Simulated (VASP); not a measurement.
# PbSe (Fm-3m) in VASP: single point with LDA

Aim: the single point of PbSe with LDA.

All numbers are computed with VASP 6.6.1; they aren't measurements. Logs are shortened: lines on timing, memory, paths and dates and some standing lists are left out, and cuts for length are marked.

**The experiment to reproduce.**

A printed reference work, monograph reports, for a bulk crystal of PbSe at 300 K: band gap 0.28 eV (direct).

The runs below are set against these values where they give the same quantity.

## Step 1: The cell of the first run

Symmetry: Fm-3m, No. 225, cubic system. Conventional cell: a = 6.121 Å, b = 6.121 Å, c = 6.121 Å, α = 90.00°, β = 90.00°, γ = 90.00°. Within 4.0 Å of Pb (site symmetry m-3m) lie 6 Se at 3.06 Å. Se (site symmetry m-3m) has 6 Pb at 3.06 Å within 4.0 Å.

## Step 2: Single point, LDA

INCAR reads:

```
SYSTEM = PbSe
PREC = Accurate
ENCUT = 520
EDIFF = 1E-6
ISMEAR = 0
SIGMA = 0.01
LREAL = .False.
LASPH = .True.
NELM = 80
ALGO = Normal
ISIF = 2
LWAVE = .False.
LCHARG = .False.
NBANDS = 17
```

KPOINTS reads:

```
regular mesh
0
Gamma
  6 6 6
  0 0 0
```

POSCAR reads:

```
PbSe
1.0
    0.0000000000      3.0606500000      3.0606500000
    3.0606500000      0.0000000000      3.0606500000
    3.0606500000      3.0606500000      0.0000000000
Pb Se
1 1
Direct
    0.0000000000      0.0000000000      0.0000000000
    0.5000000000      0.5000000000      0.5000000000
```

Potentials or basis: VASP PAW LDA potentials, release 64 (Pb_d, Se).

Started as:

```sh
$ cat potpaw_LDA.64/Pb_d/POTCAR potpaw_LDA.64/Se/POTCAR > POTCAR
$ mpirun -np 1 vasp_std > vasp.out
```

OUTCAR:

```text
SYSTEM = PbSe
   PREC = Accurate
   ENCUT = 520
   EDIFF = 1E-6
   ISMEAR = 0
   LREAL = .False.
   LASPH = .True.
   NELM = 80
   ISIF = 2

 ion  position               nearest neighbor table
   1  0.000  0.000  0.000-   2 3.06   2 3.06   2 3.06   2 3.06   2 3.06   2 3.06
   2  0.500  0.500  0.500-   1 3.06   1 3.06   1 3.06   1 3.06   1 3.06   1 3.06

  LATTYP: Found a face centered cubic cell.
 ALAT       =     6.1213000000

  Lattice vectors:

 A1 = (   0.0000000000,   3.0606500000,   3.0606500000)
 A2 = (   3.0606500000,   0.0000000000,   3.0606500000)
 A3 = (   3.0606500000,   3.0606500000,   0.0000000000)

Analysis of symmetry for initial positions (statically):
=====================================================================
 Subroutine PRICEL returns:
 Original cell was already a primitive cell.

 Routine SETGRP: Setting up the symmetry group for a
 face centered cubic supercell.

 Subroutine GETGRP returns: Found 48 space group operations
 (whereof 48 operations were pure point group operations)
 out of a pool of 48 trial point group operations.

The static configuration has the point symmetry O_h .

Analysis of symmetry for dynamics (positions and initial velocities):
=====================================================================
 Subroutine PRICEL returns:
 Original cell was already a primitive cell.

 Routine SETGRP: Setting up the symmetry group for a
 face centered cubic supercell.

 Subroutine GETGRP returns: Found 48 space group operations
 (whereof 48 operations were pure point group operations)
 out of a pool of 48 trial point group operations.

The dynamic configuration has the point symmetry O_h .

 Subroutine INISYM returns: Found 48 space group operations
 (whereof 48 operations are pure point group operations),
 and found     1 'primitive' translations

----------------------------------------------------------------------------------------

                                     Primitive cell

  volume of cell :      57.3418

  direct lattice vectors                    reciprocal lattice vectors
     0.000000000  3.060650000  3.060650000    -0.163363991  0.163363991  0.163363991
     3.060650000  0.000000000  3.060650000     0.163363991 -0.163363991  0.163363991
     3.060650000  3.060650000  0.000000000     0.163363991  0.163363991 -0.163363991

  length of vectors
     4.328412740  4.328412740  4.328412740     0.282954733  0.282954733  0.282954733

  position of ions in fractional coordinates (direct lattice)
     0.000000000  0.000000000  0.000000000
     0.500000000  0.500000000  0.500000000

  ion indices of the primitive-cell ions
   primitive index   ion index
                 1           1
                 2           2

----------------------------------------------------------------------------------------

 KPOINTS: regular mesh

Automatic generation of k-mesh.
 Grid dimensions read from file:
 generate k-points for:    6    6    6

 Generating k-lattice:

  Cartesian coordinates                     Fractional coordinates (reciprocal lattice)
    -0.027227332  0.027227332  0.027227332     0.166666667  0.000000000  0.000000000
     0.027227332 -0.027227332  0.027227332     0.000000000  0.166666667  0.000000000
     0.027227332  0.027227332 -0.027227332     0.000000000  0.000000000  0.166666667

  Length of vectors
     0.047159122  0.047159122  0.047159122

  Shift w.r.t. Gamma in fractional coordinates (k-lattice)
     0.000000000  0.000000000  0.000000000

 Subroutine IBZKPT returns following result:
 ===========================================

 Found     16 irreducible k-points:

 Following reciprocal coordinates:
            Coordinates               Weight
  0.000000  0.000000  0.000000      1.000000
  0.166667  0.000000  0.000000      8.000000
  0.333333  0.000000  0.000000      8.000000
  0.500000  0.000000  0.000000      4.000000
  0.166667  0.166667  0.000000      6.000000
  0.333333  0.166667  0.000000     24.000000
[... 8 lines left out ...]
 -0.333333  0.333333  0.166667     24.000000
 -0.333333  0.500000  0.166667     12.000000
   k-points           NKPTS =     16   k-points in BZ     NKDIM =     16   number of bands    NBANDS=     17
   number of dos      NEDOS =    301   number of ions     NIONS =      2
   total plane-waves  NPLWV =  32768
   dimension x,y,z NGX =    32 NGY =   32 NGZ =   32
   dimension x,y,z NGXF=    64 NGYF=   64 NGZF=   64
   ions per type =               1   1
   NGX,Y,Z   is equivalent  to a cutoff of  12.29, 12.29, 12.29 a.u.
   NGXF,Y,Z  is equivalent  to a cutoff of  24.58, 24.58, 24.58 a.u.
 SYSTEM =  PbSe
   PREC   = accura    normal or accurate (medium, high low for compatibility)
   ISTART =      0    job   : 0-new  1-cont  2-samecut
   ICHARG =      2    charge: 1-file 2-atom 10-const
   ISPIN  =      1    spin polarized calculation?
   LNONCOLLINEAR =      F non collinear calculations
   LSORBIT =      F    spin-orbit coupling
   LASPH  =      T    aspherical Exc in radial PAW
   ENCUT  =  520.0 eV  38.22 Ry    6.18 a.u.   8.05  8.05  8.05*2*pi/ulx,y,z
   NELM   =     80;   NELMIN=  2; NELMDL= -5     # of ELM steps
   EDIFF  = 0.1E-05   stopping-criterion for ELM
   LREAL  =      F    real-space projection
   EDIFFG = 0.1E-04   stopping-criterion for IOM
   NSW    =      0    number of steps for IOM
   IBRION =     -1    ionic relax: 0-MD 1-quasi-New 2-CG
   NFREE  =      0    steps in history (QN), initial steepest desc. (CG)
   ISIF   =      2    stress and relaxation
   ISYM   =      2    0-nonsym 1-usesym 2-fastsym
   POTIM  = 0.5000    time-step for ionic-motion
   TEBEG  =    0.0;   TEEND  =   0.0 temperature during run
   PSTRESS=    0.0 pullay stress
   NELECT =      20.0000    total number of electrons
   NUPDOWN=      -1.0000    fix difference up-down
   EMIN   =  10.00;   EMAX   =-10.00  energy-range for DOS
   EFERMI =   0.00;   METHOD = LEGACY
   ISMEAR =     0;   SIGMA  =   0.01  broadening in eV -4-tet -1-fermi 0-gaus
   EFERMI_NEDOS =   21; number of points for ismear=-14 and -15
   IALGO  =     38    algorithm
   IMIX   =      4    mixing-type and parameters
     AMIX     =   0.40;   BMIX     =  1.00
     AMIX_MAG =   1.60;   BMIX_MAG =  1.00
  volume/ion in A,a.u.               =      28.67       193.48
  Fermi-wavevector in a.u.,A,eV,Ry     =   1.152377  2.177676 18.068159  1.327972
  Thomas-Fermi vector in A             =   2.289028
   LORBIT       =      0    0 simple, 1 ext, 2 COOP (PROOUT), +10 PAW based schemes
   GGA     = CA    functional components
   LHFCALC =     F    Hartree Fock is set to
   AEXX    =    0.0000 exact exchange contribution
   IVDW    =     0    specifies the selected vdW correction
   LEPSILON=     F    determine dielectric tensor
   LRPA    =     F    only Hartree local field effects (RPA)
 non-spin polarized calculation
 Gauss-broadening in eV      SIGMA  =   0.01
  energy-cutoff  :      520.00
  volume of cell :       57.34
 maximum number of plane-waves:      1572
   NGX = 17   NGY = 17   NGZ = 17

 number of electron      19.9999997 magnetization

 Free energy of the ion-electron system (eV)
  ---------------------------------------------------
  ext. energy  EPLUGINS =         0.00000000
  ---------------------------------------------------
  free energy    TOTEN  =        -9.44882161 eV

  energy without entropy =       -9.44882161  energy(sigma->0) =       -9.44882161

 E-fermi :   5.0102     XC(G=0):  -9.8461

 val. band max:        4.9068021262   @ k =   0.5000   0.0000   0.0000
 cond. band min:       5.0701610323   @ k =   0.5000   0.0000   0.0000
 fundamental gap:      0.1633589062
 Fermi energy:         5.0101743493

 k-point     1 :       0.0000    0.0000    0.0000
  band No.  band energies     occupation
      1     -11.8695      2.00000
      2     -11.8695      2.00000
      3     -11.8674      2.00000
      4     -11.8674      2.00000
      5     -11.8674      2.00000
      6      -8.7087      2.00000
[... 9 lines left out ...]
     16      11.3830      0.00000
     17      12.9308      0.00000

 k-point     2 :       0.1667    0.0000    0.0000
  band No.  band energies     occupation
      1     -11.8754      2.00000
      2     -11.8754      2.00000
      3     -11.8665      2.00000
      4     -11.8594      2.00000
      5     -11.8594      2.00000
      6      -8.5005      2.00000
[... 9 lines left out ...]
     16      11.9607      0.00000
     17      14.6861      0.00000

 k-point     3 :       0.3333    0.0000    0.0000
  band No.  band energies     occupation
      1     -11.8878      2.00000
      2     -11.8878      2.00000
      3     -11.8651      2.00000
      4     -11.8425      2.00000
      5     -11.8425      2.00000
      6      -7.9831      2.00000
[... 9 lines left out ...]
     16      13.4181      0.00000
     17      16.6030      0.00000

 k-point     4 :       0.5000    0.0000    0.0000
  band No.  band energies     occupation
      1     -11.8940      2.00000
      2     -11.8940      2.00000
      3     -11.8646      2.00000
      4     -11.8340      2.00000
      5     -11.8340      2.00000
      6      -7.6345      2.00000
[... 9 lines left out ...]
     16      15.0535      0.00000
     17      15.0535      0.00000

 k-point     5 :       0.1667    0.1667    0.0000
  band No.  band energies     occupation
      1     -11.8894      2.00000
      2     -11.8722      2.00000
      3     -11.8647      2.00000
      4     -11.8565      2.00000
      5     -11.8565      2.00000
      6      -8.4258      2.00000
[... 9 lines left out ...]
     16      12.9925      0.00000
     17      13.8094      0.00000

 k-point     6 :       0.3333    0.1667    0.0000
  band No.  band energies     occupation
      1     -11.9109      2.00000
      2     -11.8710      2.00000
      3     -11.8707      2.00000
      4     -11.8467      2.00000
      5     -11.8400      2.00000
      6      -7.9984      2.00000
[... 9 lines left out ...]
     16      14.3312      0.00000
     17      15.7186      0.00000

 k-point     7 :       0.5000    0.1667    0.0000
  band No.  band energies     occupation
      1     -11.9181      2.00000
      2     -11.8821      2.00000
      3     -11.8623      2.00000
      4     -11.8422      2.00000
      5     -11.8319      2.00000
      6      -7.5504      2.00000
[... 9 lines left out ...]
     16      15.2829      0.00000
     17      15.5962      0.00000

 k-point     8 :      -0.3333    0.1667    0.0000
  band No.  band energies     occupation
      1     -11.9049      2.00000
      2     -11.8870      2.00000
      3     -11.8594      2.00000
      4     -11.8420      2.00000
      5     -11.8407      2.00000
      6      -7.6714      2.00000
[... 9 lines left out ...]
     16      14.5299      0.00000
     17      15.9002      0.00000

 k-point     9 :      -0.1667    0.1667    0.0000
  band No.  band energies     occupation
      1     -11.8839      2.00000
      2     -11.8829      2.00000
      3     -11.8649      2.00000
      4     -11.8552      2.00000
      5     -11.8469      2.00000
      6      -8.1794      2.00000
[... 9 lines left out ...]
     16      13.7533      0.00000
     17      14.4730      0.00000

 k-point    10 :       0.3333    0.3333    0.0000
  band No.  band energies     occupation
      1     -11.9562      2.00000
      2     -11.8816      2.00000
      3     -11.8549      2.00000
      4     -11.8335      2.00000
      5     -11.8335      2.00000
      6      -7.7119      2.00000
[... 9 lines left out ...]
     16      15.1813      0.00000
     17      16.0537      0.00000

 k-point    11 :       0.5000    0.3333    0.0000
  band No.  band energies     occupation
      1     -11.9727      2.00000
      2     -11.8774      2.00000
      3     -11.8596      2.00000
      4     -11.8303      2.00000
      5     -11.8262      2.00000
      6      -7.3648      2.00000
[... 9 lines left out ...]
     16      16.0633      0.00000
     17      16.7831      0.00000

 k-point    12 :      -0.3333    0.3333    0.0000
  band No.  band energies     occupation
      1     -11.9463      2.00000
      2     -11.8733      2.00000
      3     -11.8602      2.00000
      4     -11.8421      2.00000
      5     -11.8322      2.00000
      6      -7.3379      2.00000
[... 9 lines left out ...]
     16      14.3022      0.00000
     17      16.4086      0.00000

 k-point    13 :       0.5000    0.5000    0.0000
  band No.  band energies     occupation
      1     -12.0006      2.00000
      2     -11.8863      2.00000
      3     -11.8501      2.00000
      4     -11.8215      2.00000
      5     -11.8215      2.00000
      6      -7.2614      2.00000
[... 9 lines left out ...]
     16      16.4624      0.00000
     17      17.5766      0.00000

 k-point    14 :       0.5000    0.3333    0.1667
  band No.  band energies     occupation
      1     -11.9362      2.00000
      2     -11.8720      2.00000
      3     -11.8679      2.00000
      4     -11.8394      2.00000
      5     -11.8340      2.00000
      6      -7.5835      2.00000
[... 9 lines left out ...]
     16      15.1061      0.00000
     17      15.4646      0.00000

 k-point    15 :      -0.3333    0.3333    0.1667
  band No.  band energies     occupation
      1     -11.9454      2.00000
      2     -11.8757      2.00000
      3     -11.8548      2.00000
      4     -11.8510      2.00000
      5     -11.8273      2.00000
      6      -7.3376      2.00000
[... 9 lines left out ...]
     16      16.2676      0.00000
     17      16.2771      0.00000

 k-point    16 :      -0.3333    0.5000    0.1667
  band No.  band energies     occupation
      1     -11.9741      2.00000
      2     -11.8708      2.00000
      3     -11.8636      2.00000
      4     -11.8384      2.00000
      5     -11.8215      2.00000
      6      -7.2392      2.00000
[... 9 lines left out ...]
     16      16.5479      0.00000
     17      17.6220      0.00000

------------------------ aborting loop because EDIFF is reached ----------------------------------------

  FORCE on cell =-STRESS in cart. coord.  units (eV):
  Direction    XX          YY          ZZ          XY          YZ          ZX
  --------------------------------------------------------------------------------------
  -------------------------------------------------------------------------------------
  Total       -0.7368827     -0.7368827     -0.7368827      0.0000000      0.0000000     -0.0000000
  in kB      -20.5891270    -20.5891270    -20.5891270      0.0000000      0.0000000     -0.0000000
  external PRESSURE =     -20.5891270 kB  Pullay stress =       0.0000000 kB

 VOLUME and BASIS-vectors are now :
 -----------------------------------------------------------------------------
  energy-cutoff  :      520.00
  volume of cell :       57.34
      direct lattice vectors                 reciprocal lattice vectors
     0.000000000  3.060650000  3.060650000    -0.163363991  0.163363991  0.163363991
     3.060650000  0.000000000  3.060650000     0.163363991 -0.163363991  0.163363991
     3.060650000  3.060650000  0.000000000     0.163363991  0.163363991 -0.163363991

 POSITION                                       TOTAL-FORCE (eV/Angst)
 -----------------------------------------------------------------------------------
      0.00000      0.00000      0.00000         0.000000     -0.000000     -0.000000
      3.06065      3.06065      3.06065        -0.000000      0.000000      0.000000
 -----------------------------------------------------------------------------------
    total drift:                                0.000000     -0.000000     -0.000000

  FREE ENERGIE OF THE ION-ELECTRON SYSTEM (eV)
  ---------------------------------------------------
  free  energy   TOTEN  =        -9.4488216109 eV

  energy  without entropy=       -9.4488216109  energy(sigma->0) =       -9.44882161
```

Wall time 16 s (1 thread of Intel Xeon Platinum 8259CL at 2.50GHz (Skylake/Cascade Lake), shared host); peak memory 0.15 GiB.

What came out:

- Free energy: -9.4488 eV
- Pressure: -2.1 GPa
- Band gap on the k mesh: 0.16 eV, direct

Caveat: spin-orbit coupling is left out, which moves the levels of the heavy elements.

## Step 3: Comparison with measurements

Step 2. Against the measured gap of PbSe, 0.28 eV (direct; 300 K; a printed reference work, monograph), the calculated 0.16 eV is off by -0.12 eV. 2 values of this kind are on record (0.15 to 0.28 eV); this one was drawn at random. Spin-orbit coupling on Pb, Se is left out. The value is that of LDA on a finite k mesh, which can miss the band edges, without temperature or zero-point motion. Semilocal functionals fall short of measured gaps as a rule.
